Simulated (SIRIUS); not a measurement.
Input of a SIRIUS 7.12.0 run:

Contents of sirius.json:

```json
{
  "control": {
    "processing_unit": "cpu",
    "std_evp_solver_name": "lapack",
    "gen_evp_solver_name": "lapack",
    "verbosity": 2,
    "print_forces": true,
    "ortho_rf": true,
    "use_second_variation": true,
    "rmt_max": 3.0,
    "num_bands_to_print": 22,
    "save_wf": true
  },
  "parameters": {
    "electronic_structure_method": "full_potential_lapwlo",
    "xc_functionals": ["XC_GGA_X_PBE", "XC_GGA_C_PBE"],
    "core_relativity": "dirac",
    "valence_relativity": "iora",
    "num_fv_states": 22,
    "smearing": "fermi_dirac",
    "smearing_width": 0.0018374661,
    "pw_cutoff": 24,
    "gk_cutoff": 4.65,
    "lmax_apw": 12,
    "lmax_rho": 8,
    "lmax_pot": 8,
    "num_mag_dims": 0,
    "auto_rmt": 0,
    "ngridk": [10, 10, 10],
    "shiftk": [0, 0, 0],
    "num_dft_iter": 80,
    "energy_tol": 1e-07,
    "density_tol": 1e-05,
    "use_symmetry": true
  },
  "settings": {"tol_ne": 1e-10},
  "iterative_solver": {"type": "exact"},
  "mixer": {"type": "anderson", "beta": 0.5, "max_history": 8},
  "unit_cell": {
    "lattice_vectors": [[4.8236215721, 0.0, 0.0], [0.0, 4.8236215721, 0.0], [0.0, 0.0, 4.8236215721]],
    "atom_types": ["Cu", "O"],
    "atom_files": {"Cu": "Cu.json", "O": "O.json"},
    "atoms": {"Cu": [[0.0, 0.0, 0.0]], "O": [[0.5, 0.5, 0.5]]}
  }
}
```

The input Cu.json:

```json
{
  "name": "copper",
  "symbol": "Cu",
  "number": 29,
  "mass": 63.546,
  "rmin": 1e-06,
  "rmt": 2.32,
  "nrmt": 800,
  "rinf": 15.61,
  "core": "1s2s2p",
  "valence": [
    {"basis": [{"enu": 0.07, "dme": 0, "n": 0, "auto": 0}, {"enu": 0.07, "dme": 1, "n": 0, "auto": 0}]},
    {"l": 0, "n": 1, "basis": [{"enu": 0.17, "dme": 0, "n": 0, "auto": 0}]},
    {"l": 1, "n": 2, "basis": [{"enu": 0.17, "dme": 0, "n": 0, "auto": 0}]},
    {"l": 2, "n": 3, "basis": [{"enu": 0.17, "dme": 0, "n": 0, "auto": 0}]},
    {"l": 3, "n": 4, "basis": [{"enu": 0.17, "dme": 0, "n": 0, "auto": 0}]}
  ],
  "lo": [
    {"l": 0, "basis": [{"enu": 0.17, "dme": 0, "n": 0, "auto": 0}, {"enu": 0.17, "dme": 1, "n": 0, "auto": 0}]},
    {
      "l": 0,
      "basis": [{"enu": -3.8359, "dme": 0, "n": 3, "auto": 1}, {"enu": -3.8359, "dme": 1, "n": 3, "auto": 1}]
    },
    {
      "l": 0,
      "basis": [{"enu": -3.8359, "dme": 1, "n": 3, "auto": 1}, {"enu": 0.17, "dme": 0, "n": 0, "auto": 0}]
    },
    {"l": 0, "basis": [{"enu": 0.17, "dme": 0, "n": 0, "auto": 0}, {"enu": 3.1427, "dme": 0, "n": 0, "auto": 0}]},
    {"l": 1, "basis": [{"enu": 0.17, "dme": 0, "n": 0, "auto": 0}, {"enu": 0.17, "dme": 1, "n": 0, "auto": 0}]},
    {
      "l": 1,
      "basis": [{"enu": -2.2953, "dme": 0, "n": 3, "auto": 1}, {"enu": -2.2953, "dme": 1, "n": 3, "auto": 1}]
    },
    {
      "l": 1,
      "basis": [{"enu": -2.2953, "dme": 1, "n": 3, "auto": 1}, {"enu": 0.17, "dme": 0, "n": 0, "auto": 0}]
    },
    {"l": 1, "basis": [{"enu": 0.17, "dme": 0, "n": 0, "auto": 0}, {"enu": 3.5885, "dme": 0, "n": 0, "auto": 0}]},
    {"l": 2, "basis": [{"enu": 0.17, "dme": 0, "n": 0, "auto": 0}, {"enu": 0.17, "dme": 1, "n": 0, "auto": 0}]},
    {"l": 2, "basis": [{"enu": 0.17, "dme": 1, "n": 0, "auto": 0}, {"enu": 0.17, "dme": 2, "n": 0, "auto": 0}]},
    {"l": 2, "basis": [{"enu": 0.17, "dme": 0, "n": 0, "auto": 0}, {"enu": 3.0683, "dme": 0, "n": 0, "auto": 0}]},
    {"l": 3, "basis": [{"enu": 0.17, "dme": 0, "n": 0, "auto": 0}, {"enu": 0.17, "dme": 1, "n": 0, "auto": 0}]},
    {"l": 3, "basis": [{"enu": 0.17, "dme": 0, "n": 0, "auto": 0}, {"enu": 3.4028, "dme": 0, "n": 0, "auto": 0}]}
  ],
  "free_atom": [... radial grid and density of the free atom, the start of the SCF ...]
}
```

File O.json:

```json
{
  "name": "oxygen",
  "symbol": "O",
  "number": 8,
  "mass": 15.9994,
  "rmin": 1e-06,
  "rmt": 1.55,
  "nrmt": 800,
  "rinf": 11.55,
  "core": "1s",
  "valence": [
    {"basis": [{"enu": 0.07, "dme": 0, "n": 0, "auto": 0}, {"enu": 0.07, "dme": 1, "n": 0, "auto": 0}]},
    {"l": 0, "n": 1, "basis": [{"enu": -0.0471, "dme": 0, "n": 0, "auto": 0}]},
    {"l": 1, "n": 2, "basis": [{"enu": 0.17, "dme": 0, "n": 0, "auto": 0}]},
    {"l": 2, "n": 3, "basis": [{"enu": 0.17, "dme": 0, "n": 0, "auto": 0}]},
    {"l": 3, "n": 4, "basis": [{"enu": 0.17, "dme": 0, "n": 0, "auto": 0}]}
  ],
  "lo": [
    {
      "l": 0,
      "basis": [{"enu": -0.0471, "dme": 0, "n": 0, "auto": 0}, {"enu": -0.0471, "dme": 1, "n": 0, "auto": 0}]
    },
    {
      "l": 0,
      "basis": [{"enu": -0.0471, "dme": 1, "n": 0, "auto": 0}, {"enu": -0.0471, "dme": 2, "n": 0, "auto": 0}]
    },
    {
      "l": 0,
      "basis": [{"enu": -0.0471, "dme": 0, "n": 0, "auto": 0}, {"enu": 4.9476, "dme": 0, "n": 0, "auto": 0}]
    },
    {"l": 1, "basis": [{"enu": 0.17, "dme": 0, "n": 0, "auto": 0}, {"enu": 0.17, "dme": 1, "n": 0, "auto": 0}]},
    {"l": 1, "basis": [{"enu": 0.17, "dme": 1, "n": 0, "auto": 0}, {"enu": 0.17, "dme": 2, "n": 0, "auto": 0}]},
    {"l": 1, "basis": [{"enu": 0.17, "dme": 0, "n": 0, "auto": 0}, {"enu": 5.914, "dme": 0, "n": 0, "auto": 0}]},
    {"l": 2, "basis": [{"enu": 0.17, "dme": 0, "n": 0, "auto": 0}, {"enu": 0.17, "dme": 1, "n": 0, "auto": 0}]},
    {"l": 2, "basis": [{"enu": 0.17, "dme": 1, "n": 0, "auto": 0}, {"enu": 0.17, "dme": 2, "n": 0, "auto": 0}]},
    {"l": 2, "basis": [{"enu": 0.17, "dme": 0, "n": 0, "auto": 0}, {"enu": 6.6632, "dme": 0, "n": 0, "auto": 0}]},
    {"l": 3, "basis": [{"enu": 0.17, "dme": 0, "n": 0, "auto": 0}, {"enu": 0.17, "dme": 1, "n": 0, "auto": 0}]}
  ],
  "free_atom": [... radial grid and density of the free atom, the start of the SCF ...]
}
```

The input sirius_start.json:

```json
{
  "control": {
    "processing_unit": "cpu",
    "std_evp_solver_name": "lapack",
    "gen_evp_solver_name": "lapack",
    "verbosity": 1,
    "print_forces": false,
    "ortho_rf": true,
    "use_second_variation": true,
    "rmt_max": 3.0,
    "num_bands_to_print": 22,
    "save_wf": false
  },
  "parameters": {
    "electronic_structure_method": "full_potential_lapwlo",
    "xc_functionals": ["XC_LDA_X", "XC_LDA_C_PW"],
    "core_relativity": "dirac",
    "valence_relativity": "iora",
    "num_fv_states": 22,
    "smearing": "fermi_dirac",
    "smearing_width": 0.0055123983,
    "pw_cutoff": 24,
    "gk_cutoff": 3.72,
    "lmax_apw": 12,
    "lmax_rho": 8,
    "lmax_pot": 8,
    "num_mag_dims": 0,
    "auto_rmt": 0,
    "ngridk": [4, 4, 4],
    "shiftk": [0, 0, 0],
    "num_dft_iter": 30,
    "energy_tol": 0.01,
    "density_tol": 0.05,
    "use_symmetry": true
  },
  "settings": {"tol_ne": 1e-10},
  "iterative_solver": {"type": "exact"},
  "mixer": {"type": "anderson", "beta": 0.5, "max_history": 8},
  "unit_cell": {
    "lattice_vectors": [[4.8236215721, 0.0, 0.0], [0.0, 4.8236215721, 0.0], [0.0, 0.0, 4.8236215721]],
    "atom_types": ["Cu", "O"],
    "atom_files": {"Cu": "Cu.json", "O": "O.json"},
    "atoms": {"Cu": [[0.0, 0.0, 0.0]], "O": [[0.5, 0.5, 0.5]]}
  }
}
```

Potentials or basis: all-electron FP-LAPW, apw+lo standard.

Launch:

```console
$ OMP_NUM_THREADS=1 sirius.scf --input=sirius_start.json --output=start.json
$ OMP_NUM_THREADS=1 sirius.scf --input=sirius.json --output=output.json --task=1
```

(1) What does it give for the band gap on the k mesh?

Results:

(1) none (metal or under the smearing width).

Caveat: an odd number of electrons without spin polarisation forces a metal; a magnetic or distorted state may lie lower; the run has no spin polarisation, though such a crystal can be magnetic; semilocal functionals often make such compounds metallic where correlation or magnetic order opens a gap, which also shifts bond lengths.
